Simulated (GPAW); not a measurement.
Crystal: SiC.

```
Si C
1.0
     3.07569    0.00000    0.00000
    -1.53785    2.66363    0.00000
     0.00000    0.00000   10.07065
Si C
4 4
Direct
  0.00000 0.00000 0.18789
  0.00000 0.00000 0.68789
  0.33333 0.66667 0.43784
  0.66667 0.33333 0.93784
  0.00000 0.00000 0.00046
  0.00000 0.00000 0.50046
  0.33333 0.66667 0.24980
  0.66667 0.33333 0.74980
```

The cell is a database's computed one.

Program: GPAW 26.7.0. Alike in all runs: task band structure; no spin polarisation; cell as given; k mesh 6 × 6 × 2; smearing fermi-dirac 0.05 eV.

**Question.** Order these runs on this cell by their pressure, lowest first.
A. level M06-L; potentials or basis GPAW PAW data sets (gpaw-data 1.2.1), pw; cutoff (eV) 800; band points 100
B. level r4SCAN; potentials or basis GPAW PAW data sets (gpaw-data 1.2.1), pw; cutoff (eV) 800; band points 60
C. level PBE; potentials or basis SG15 ONCV 1.2, pw; cutoff (eV) 1100; band points 100

**Answer.** A (-2.8 GPa), B (1.8 GPa), C (4.1 GPa).

Caveats: the PAW data sets were made with another functional, which shifts forces and pressure a little (some runs).
